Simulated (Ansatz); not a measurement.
**Band table of Mn (simple hexagonal type)**

```yaml
crystal:
  lattice:
    - [1.80347, 0.00000, 0.00000]
    - [-0.90174, 1.56185, 0.00000]
    - [0.00000, 0.00000, 1.61713]
  atoms:
    - { symbol: Mn, position: [0.00000, 0.00000, 0.00000] }
```

The cell comes from a relaxation on PAW files under the same functional, begun from a prototype that needn't be the stable phase.

All numbers are PBE results (scalar-relativistic) from Ansatz 0.2.0, with a Γ-centred 18×18×17 k mesh, Fermi–Dirac smearing of 0.08 eV, spin-polarised from start moments Mn 3 μB. Methods: LAPW: all electrons, basis error target 1 meV/atom.

This run: volume at 0.4 of the series' base cell.

Antiferromagnetic order, which Cr and Mn prefer near zero pressure, wasn't tried. The start moments died away, and the runs ended non-magnetic.

Path points, in fractions of the reciprocal vectors: Γ (0.000, 0.000, 0.000), M (0.500, 0.000, 0.000), K (0.333, 0.333, 0.000), A (0.000, 0.000, 0.500), L (0.500, 0.000, 0.500), H (0.333, 0.333, 0.500). Levels in eV from the Fermi level; bands 9 to 14, counted from the lowest band of the run. The gap is zero, the pressure 1440 GPa.

```
# k(1/Å) point b9 b10 b11 b12 b13 b14
0.000 Γ -12.57 -9.27 -5.32 -5.32 5.67 5.67
0.503 - -11.66 -8.38 -6.25 -4.04 4.69 5.49
1.006 - -11.21 -8.93 -3.15 -0.67 2.56 5.07
1.509 - -13.00 -7.87 0.68 1.92 3.35 4.67
2.011 M -13.79 -7.25 -0.05 4.49 4.50 5.34
2.302 - -13.01 -7.21 0.06 2.07 4.22 7.71
2.592 - -10.94 -7.11 -0.68 0.41 3.47 10.40
2.882 - -8.30 -6.95 -3.26 0.96 2.52 13.08
3.173 K -7.21 -5.53 -5.53 1.65 1.65 15.83
3.753 - -8.54 -7.91 -3.61 0.97 3.22 9.78
4.334 - -9.53 -8.88 -5.35 2.15 2.65 4.59
4.915 - -11.40 -7.93 -6.89 -3.39 4.42 5.41
5.495 Γ -12.57 -9.27 -5.32 -5.32 5.67 5.67
5.981 - -11.37 -7.30 -5.00 -5.00 4.29 4.29
6.467 - -9.14 -4.19 -4.19 -2.40 1.33 1.33
6.952 - -6.47 -3.31 -3.31 -1.28 -1.28 1.06
7.438 A -4.85 -2.92 -2.92 -2.29 -2.29 1.36
7.941 - -6.90 -4.42 -2.76 -2.70 -1.77 6.16
8.444 - -12.06 -6.56 -3.81 1.21 1.61 11.29
8.947 - -15.69 -8.47 -4.76 4.62 6.78 13.13
9.450 L -17.01 -9.18 -5.13 6.22 9.45 13.04
9.740 - -16.77 -8.46 -6.23 5.33 9.34 14.55
10.030 - -16.05 -8.66 -6.52 3.26 9.03 18.14
10.321 - -14.89 -11.24 -3.89 0.85 8.65 22.40
10.611 H -13.34 -13.34 -1.41 -1.41 8.44 25.39
11.191 - -14.99 -9.41 -4.56 0.10 8.83 20.84
11.772 - -12.86 -5.48 -5.26 -1.57 5.09 14.06
12.353 - -7.71 -3.96 -3.47 -3.01 -0.86 7.14
12.933 A -4.85 -2.92 -2.92 -2.29 -2.29 1.36
```
